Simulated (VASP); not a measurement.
# AlRu (Pm-3m) in VASP: further runs

Aim: see how the results for AlRu move with the level of theory and the settings. Levels: PBE+TS+U, PW91+D4. Tasks: relaxation of the atoms, relaxation of cell and atoms.

Program: VASP 6.6.1. These are calculated values, not measurements. Logs are shortened: lines on timing, memory, paths and dates and some standing lists are left out, and cuts for length are marked.

## 1. The structure

Symmetry: Pm-3m, No. 221, cubic system. The conventional cell has a = 2.992 Å, b = 2.992 Å, c = 2.992 Å, α = 90.00°, β = 90.00°, γ = 90.00°. Ru (site symmetry m-3m) is surrounded by 8 Al at 2.59 Å. Al (site symmetry m-3m) is surrounded by 8 Ru at 2.59 Å.

## 2. Relaxation of the atoms, PBE+TS+U (atoms moved at random, drawn with an rms of 0.1 Å)

INCAR reads:

```
SYSTEM = AlRu
PREC = Accurate
ENCUT = 520
EDIFF = 1E-6
ISMEAR = 1
SIGMA = 0.2
LREAL = .FALSE.
LASPH = .TRUE.
NELM = 80
ALGO = Damped
ISIF = 2
LWAVE = .FALSE.
LCHARG = .FALSE.
LMAXMIX = 4
LDAU = .TRUE.
LDAUTYPE = 1
LDAUL = 2 -1
LDAUU = 6.2 0
LDAUJ = 0.5 0
LDAUPRINT = 1
GGA = PE
IVDW = 2
IBRION = 2
NSW = 40
EDIFFG = -0.02
TIME = 0.4
NELECT = 16.0
```

KPOINTS reads:

```
regular mesh
0
G
  9 9 9
  0 0 0
```

POSCAR reads:

```
AlRu
1.0
    2.9916000000      0.0000000000      0.0000000000
    0.0000000000      2.9916000000      0.0000000000
    0.0000000000      0.0000000000      2.9916000000
Ru Al
1 1
Cartesian
    1.4603285988      1.4794030404      1.4349538476
   -0.0677447820      0.0267239628      0.0389266992
```

Potentials or basis: VASP PAW PBE potentials, release 64 (Ru_pv, Al).

Started as:

```bash
> cat potpaw_PBE.64/Ru_pv/POTCAR potpaw_PBE.64/Al/POTCAR > POTCAR
> mpirun -np 1 vasp_std > vasp.out
```

OUTCAR:

```text
SYSTEM = AlRu
   PREC = Accurate
   ENCUT = 520
   EDIFF = 1E-6
   ISMEAR = 1
   LREAL = .FALSE.
   LASPH = .TRUE.
   NELM = 80
   ISIF = 2
   GGA = PE
   IVDW = 2
   IBRION = 2
   NSW = 40
   EDIFFG = -0.02
   NELECT = 16.0
  IVDW =   2

 ion  position               nearest neighbor table
   1  0.488  0.495  0.480-   2 2.49   2 2.53   2 2.54   2 2.58   2 2.61   2 2.64   2 2.66   2 2.69

   2  0.977  0.009  0.013-   1 2.49   1 2.53   1 2.54   1 2.58   1 2.61   1 2.64   1 2.66   1 2.69

  LATTYP: Found a simple cubic cell.
 ALAT       =     2.9916000000

  Lattice vectors:

 A1 = (   2.9916000000,   0.0000000000,   0.0000000000)
 A2 = (   0.0000000000,   2.9916000000,   0.0000000000)
 A3 = (   0.0000000000,   0.0000000000,   2.9916000000)

Analysis of symmetry for initial positions (statically):
=====================================================================
 Subroutine PRICEL returns:
 Original cell was already a primitive cell.

 Routine SETGRP: Setting up the symmetry group for a
 simple cubic supercell.

 Subroutine GETGRP returns: Found  1 space group operations
 (whereof  1 operations were pure point group operations)
 out of a pool of 48 trial point group operations.

The static configuration has the point symmetry C_1 .

Analysis of symmetry for dynamics (positions and initial velocities):
=====================================================================
 Subroutine PRICEL returns:
 Original cell was already a primitive cell.

 Routine SETGRP: Setting up the symmetry group for a
 simple cubic supercell.

 Subroutine GETGRP returns: Found  1 space group operations
 (whereof  1 operations were pure point group operations)
 out of a pool of 48 trial point group operations.

The dynamic configuration has the point symmetry C_1 .

 Subroutine INISYM returns: Found  1 space group operations
 (whereof  1 operations are pure point group operations),
 and found     1 'primitive' translations

----------------------------------------------------------------------------------------

                                     Primitive cell

  volume of cell :      26.7738

  direct lattice vectors                    reciprocal lattice vectors
     2.991600000  0.000000000  0.000000000     0.334269287  0.000000000  0.000000000
     0.000000000  2.991600000  0.000000000     0.000000000  0.334269287  0.000000000
     0.000000000  0.000000000  2.991600000     0.000000000  0.000000000  0.334269287

  length of vectors
     2.991600000  2.991600000  2.991600000     0.334269287  0.334269287  0.334269287

  position of ions in fractional coordinates (direct lattice)
     0.488143000  0.494519000  0.479661000
     0.977355000  0.008933000  0.013012000

  ion indices of the primitive-cell ions
   primitive index   ion index
                 1           1
                 2           2

----------------------------------------------------------------------------------------

 KPOINTS: regular mesh

Automatic generation of k-mesh.
 Grid dimensions read from file:
 generate k-points for:    9    9    9

 Generating k-lattice:

  Cartesian coordinates                     Fractional coordinates (reciprocal lattice)
     0.037141032  0.000000000  0.000000000     0.111111111  0.000000000  0.000000000
     0.000000000  0.037141032  0.000000000     0.000000000  0.111111111  0.000000000
     0.000000000  0.000000000  0.037141032     0.000000000  0.000000000  0.111111111

  Length of vectors
     0.037141032  0.037141032  0.037141032

  Shift w.r.t. Gamma in fractional coordinates (k-lattice)
     0.000000000  0.000000000  0.000000000

 Subroutine IBZKPT returns following result:
 ===========================================

 Found    365 irreducible k-points:

 Following reciprocal coordinates:
            Coordinates               Weight
[... 52 lines left out ...]
   TEBEG  =    0.0;   TEEND  =   0.0 temperature during run
   PSTRESS=    0.0 pullay stress
   NELECT =      16.0000    total number of electrons
   NUPDOWN=      -1.0000    fix difference up-down
   EMIN   =  10.00;   EMAX   =-10.00  energy-range for DOS
   EFERMI =   0.00;   METHOD = LEGACY
   ISMEAR =     1;   SIGMA  =   0.20  broadening in eV -4-tet -1-fermi 0-gaus
   EFERMI_NEDOS =   21; number of points for ismear=-14 and -15
   IALGO  =     53    algorithm
   IMIX   =      4    mixing-type and parameters
     AMIX     =   0.40;   BMIX     =  1.00
     AMIX_MAG =   1.60;   BMIX_MAG =  1.00
  volume/ion in A,a.u.               =      13.39        90.34
  Fermi-wavevector in a.u.,A,eV,Ry     =   1.378938  2.605814 25.871057  1.901469
  Thomas-Fermi vector in A             =   2.503953
   LORBIT       =      0    0 simple, 1 ext, 2 COOP (PROOUT), +10 PAW based schemes
 LDA+U is selected, type is set to LDAUTYPE =  1
   angular momentum for each species LDAUL =     2   -1
   U (eV)           for each species LDAUU =   6.2  0.0
   J (eV)           for each species LDAUJ =   0.5  0.0
   GGA     = PE    functional components
   LHFCALC =     F    Hartree Fock is set to
   AEXX    =    0.0000 exact exchange contribution
   IVDW    =     2    specifies the selected vdW correction
   LEPSILON=     F    determine dielectric tensor
   LRPA    =     F    only Hartree local field effects (RPA)
 conjugate gradient relaxation of ions
 non-spin polarized calculation
 Methfessel and Paxton  Order N= 1 SIGMA  =   0.20
  energy-cutoff  :      520.00
  volume of cell :       26.77
 maximum number of plane-waves:       739
   NGX = 11   NGY = 11   NGZ = 11

--------------------------------------- Ionic step        1  -------------------------------------------

 number of electron      16.0000000 magnetization

 Free energy of the ion-electron system (eV)
  ---------------------------------------------------
  ext. energy  EPLUGINS =         0.00000000
  ---------------------------------------------------
  free energy    TOTEN  =       -17.75775434 eV

  energy without entropy =      -17.75236118  energy(sigma->0) =      -17.75595662

------------------------ aborting loop EDIFF was not reached (unconverged)  ----------------------------

  Tkatchenko/Scheffler method for vdW energy calculation

  Number of pair interactions contributing to vdW energy:   58673
[... 159 lines left out ...]
--------------------------------------- Ionic step        5  -------------------------------------------

 number of electron      15.9999998 magnetization

------------------------ aborting loop because EDIFF is reached ----------------------------------------

  Tkatchenko/Scheffler method for vdW energy calculation

  Number of pair interactions contributing to vdW energy:   58736

  Edisp (eV):   -1.53167
[... 25 lines left out ...]
  FREE ENERGIE OF THE ION-ELECTRON SYSTEM (eV)
  ---------------------------------------------------
  free  energy   TOTEN  =       -19.3403785852 eV

  energy  without entropy=      -19.3380375429  energy(sigma->0) =      -19.33959824

atom =   1  type =  1  l = 2

 onsite density matrix

spin component  1

  0.7570  0.0000 -0.0000  0.0000  0.0000
  0.0000  0.5647  0.0000 -0.0000  0.0000
 -0.0000  0.0000  0.4824 -0.0000  0.0376
  0.0000 -0.0000 -0.0000  0.7570 -0.0000
  0.0000  0.0000  0.0376 -0.0000  0.4390

spin component  2

  0.7570  0.0000 -0.0000  0.0000  0.0000
  0.0000  0.5647  0.0000 -0.0000  0.0000
 -0.0000  0.0000  0.4824 -0.0000  0.0376
  0.0000 -0.0000 -0.0000  0.7570 -0.0000
  0.0000  0.0000  0.0376 -0.0000  0.4390

 occupancies and eigenvectors

  o =  0.4173  v = -0.0000  0.0000 -0.5000  0.0000  0.8660  0.0000  0.0000  0.0000  0.0000  0.0000      0.0000  0.0000  0.0000  0.0000  0.0000  0.0000  0.0000  0.0000  0.0000  0.0000
  o =  0.4173  v =  0.0000  0.0000  0.0000  0.0000  0.0000 -0.0000  0.0000 -0.5000  0.0000  0.8660      0.0000  0.0000  0.0000  0.0000  0.0000  0.0000  0.0000  0.0000  0.0000  0.0000
  o =  0.5041  v =  0.0000  0.0000  0.0000  0.0000  0.0000  0.0000 -0.0000  0.8660  0.0000  0.5000      0.0000  0.0000  0.0000  0.0000  0.0000  0.0000  0.0000  0.0000  0.0000  0.0000
  o =  0.5041  v =  0.0000 -0.0000  0.8660  0.0000  0.5000  0.0000  0.0000  0.0000  0.0000  0.0000      0.0000  0.0000  0.0000  0.0000  0.0000  0.0000  0.0000  0.0000  0.0000  0.0000
  o =  0.5647  v =  0.0000 -1.0000 -0.0000 -0.0000 -0.0000  0.0000  0.0000  0.0000  0.0000  0.0000      0.0000  0.0000  0.0000  0.0000  0.0000  0.0000  0.0000  0.0000  0.0000  0.0000
  o =  0.5647  v =  0.0000  0.0000  0.0000  0.0000  0.0000  0.0000 -1.0000 -0.0000 -0.0000 -0.0000      0.0000  0.0000  0.0000  0.0000  0.0000  0.0000  0.0000  0.0000  0.0000  0.0000
  o =  0.7570  v =  0.0027  0.0000  0.0000 -1.0000  0.0000  0.0000  0.0000  0.0000  0.0000  0.0000      0.0000  0.0000  0.0000  0.0000  0.0000  0.0000  0.0000  0.0000  0.0000  0.0000
  o =  0.7570  v =  0.0000  0.0000  0.0000  0.0000  0.0000  0.0027  0.0000  0.0000 -1.0000  0.0000      0.0000  0.0000  0.0000  0.0000  0.0000  0.0000  0.0000  0.0000  0.0000  0.0000
  o =  0.7570  v =  0.0000  0.0000  0.0000  0.0000  0.0000 -1.0000 -0.0000  0.0000 -0.0027 -0.0000      0.0000  0.0000  0.0000  0.0000  0.0000  0.0000  0.0000  0.0000  0.0000  0.0000
  o =  0.7570  v = -1.0000 -0.0000  0.0000 -0.0027 -0.0000  0.0000  0.0000  0.0000  0.0000  0.0000      0.0000  0.0000  0.0000  0.0000  0.0000  0.0000  0.0000  0.0000  0.0000  0.0000

--------------------------------------- Ionic step        6  -------------------------------------------

 number of electron      15.9999998 magnetization

 Free energy of the ion-electron system (eV)
  ---------------------------------------------------
  ext. energy  EPLUGINS =         0.00000000
  ---------------------------------------------------
  free energy    TOTEN  =       -17.80877356 eV

  energy without entropy =      -17.80645912  energy(sigma->0) =      -17.80800208

 E-fermi :   9.6785     XC(G=0): -12.1510

 val. band max:        9.6724440780   @ k =  -0.1111  -0.3333   0.3333
 cond. band min:       9.6851807249   @ k =   0.2222   0.2222   0.0000
 fundamental gap:      0.0127366469
 Fermi energy:         9.6785210064

 k-point     1 :       0.0000    0.0000    0.0000
  band No.  band energies     occupation
      1     -31.4593      2.00000
      2     -31.4593      2.00000
      3     -31.2373      2.00000
      4       1.5065      2.00000
      5       7.1241      2.00000
      6       7.7053      2.00000
      7       9.5331      1.93714
      8       9.5331      1.93703
      9      10.3122     -0.00007
     10      17.2786      0.00000
     11      17.2840      0.00000
     12      17.2840      0.00000
[... 331 lines left out ...]
 k-point    24 :      -0.2222    0.0000    0.1111
  band No.  band energies     occupation
      1     -31.4756      2.00000
      2     -31.4504      2.00000
      3     -31.3179      2.00000
      4       2.6345      2.00000
      5       7.4432      2.00000
      6       7.8717      2.00000
      7       8.7028      2.00000
      8       8.8519      2.00000
      9      10.1807     -0.00224
     10      14.8604      0.00000
     11      17.4348      0.00000
     12      19.1468      0.00000

 [... further k-points ...]

------------------------ aborting loop because EDIFF is reached ----------------------------------------

  Hirshfeld charges:
            ion         q(e)
   ------------------------------
      1     Ru       0.61210393
      2     Al       0.38789607

  Tkatchenko/Scheffler method for vdW energy calculation

  Number of pair interactions contributing to vdW energy:   58736

  Edisp (eV):   -1.53171
[... 25 lines left out ...]
  FREE ENERGIE OF THE ION-ELECTRON SYSTEM (eV)
  ---------------------------------------------------
  free  energy   TOTEN  =       -19.3404816005 eV

  energy  without entropy=      -19.3381691978  energy(sigma->0) =      -19.33971080

 reached required accuracy - stopping structural energy minimisation
```

Wall time 9.5 min (1 thread of Intel Xeon Platinum 8488C (Sapphire Rapids), shared host); peak memory 0.41 GiB.

The run converged, but some of its settings lie outside the range that counts as converged (typed here: ALGO = Damped; TIME = 0.4; NELECT = 16), so its numbers aren't taken as properties of the crystal.

What came out:

```
Free energy                  : -19.3405 eV
Energy gained by relaxing    : 26.3 meV/atom
Ionic steps                  : 6
Largest force after relaxing : 0.009 eV/Å
Band gap on the k mesh       : none (metal or under the smearing width)
Hirshfeld charges            : Ru +0.61; Al +0.39 e
Dispersion energy per atom   : -0.766 eV
```

Caveat: the cell is charged against a uniform background, so pressure and absolute levels hang on convention; atom-pairwise D2, TS and ULG terms overbind metals; U without spin polarisation on a metal has little footing; pairwise dispersion overbinds metals, which lowers pressure and volume; the U is typed as a test and isn't derived for this compound.

## 3. Relaxation of cell and atoms, PW91+D4

INCAR reads:

```
ALGO = Normal ; EDIFF = 1E-6
EDIFFG = -0.005 ; ENCUT = 600
GGA = 91 ; IBRION = 2
ISIF = 3 ; ISMEAR = 1
IVDW = 13 ; LASPH = True
LCHARG = False ; LREAL = False
LWAVE = False ; NELM = 60
NSW = 40 ; PREC = Accurate
SIGMA = 0.1 ; VDW_A1 = 0.39581542
VDW_A2 = 4.93405761 ; VDW_S6 = 1.0
VDW_S8 = 0.77283111
```

KPOINTS reads:

```
k-points
0
Gamma
  9 9 9
```

POSCAR reads:

```
AlRu
1.0
    2.9916000000      0.0000000000      0.0000000000
    0.0000000000      2.9916000000      0.0000000000
    0.0000000000      0.0000000000      2.9916000000
Ru Al
1 1
Direct
    0.5000000000      0.5000000000      0.5000000000
    0.0000000000      0.0000000000      0.0000000000
```

Potentials or basis: VASP PAW PBE potentials, release 64 (Ru_pv, Al).

Started as:

```bash
> cat potpaw_PBE.64/Ru_pv/POTCAR potpaw_PBE.64/Al/POTCAR > POTCAR
> mpirun -np 1 vasp_std > vasp.out
```

It took 15 s on 1 thread of Intel Xeon Platinum 8488C (Sapphire Rapids), shared host; peak memory 0.15 GiB.

Results (log left out):

| Quantity | Value |
| --- | --- |
| Free energy | -14.9615 eV |
| Relaxed volume | 13.30 Å³/atom |
| Relaxed cell | a = 2.985 Å, b = 2.985 Å, c = 2.985 Å, α = 90.00°, β = 90.00°, γ = 90.00° |
| Space group after relaxing (to 0.05 Å) | Pm-3m (No. 221) |
| Energy gained by relaxing | 0.4 meV/atom |
| Ionic steps | 3 |
| Pressure after relaxing | 0.0 GPa |
| Band gap on the k mesh | none (metal or under the smearing width) |
| Dispersion energy per atom | -0.385 eV |

The path:
| step | energy change (eV) | largest force (eV/Å) | pressure (GPa) | volume (Å³) |
| --- | --- | --- | --- | --- |
| 1 | 0.0000 | 0.0000 | -1.35 | 26.77 |
| 2 | 0.0010 | 0.0000 | 2.18 | 26.34 |
| 3 | -0.0008 | 0.0000 | 0.01 | 26.60 |

Final structure:
```
Ru Al
1.0
     2.98517    0.00000    0.00000
     0.00000    2.98517    0.00000
     0.00000    0.00000    2.98517
Ru Al
1 1
Cartesian
  1.4926 1.4926 1.4926
  0.0000 0.0000 0.0000
```

Levels at points of the mesh, in eV from the Fermi level:
| k point | band 5 | band 6 | band 7 | band 8 | band 9 | band 10 | band 11 | band 12 |
| --- | --- | --- | --- | --- | --- | --- | --- | --- |
| (0.00, 0.00, 0.00) | -3.51 | -3.51 | 0.24 | 0.24 | 0.24 | 6.20 | 6.20 | 6.20 |

Caveat: the PAW data sets were made with another functional, which shifts forces and pressure a little; pairwise dispersion overbinds metals, which lowers pressure and volume.

## 4. The reference run

An earlier run on the cell as given: functional PBEsol; potentials or basis VASP PAW PBE potentials, release 64 (Ru_pv, Al); cutoff 520 eV; k mesh 9 × 9 × 9; occupations fermi-dirac, width 0.05 eV; no spin polarisation.

- Pressure: -3.3 GPa
- Band gap on the k mesh: none (metal or under the smearing width)
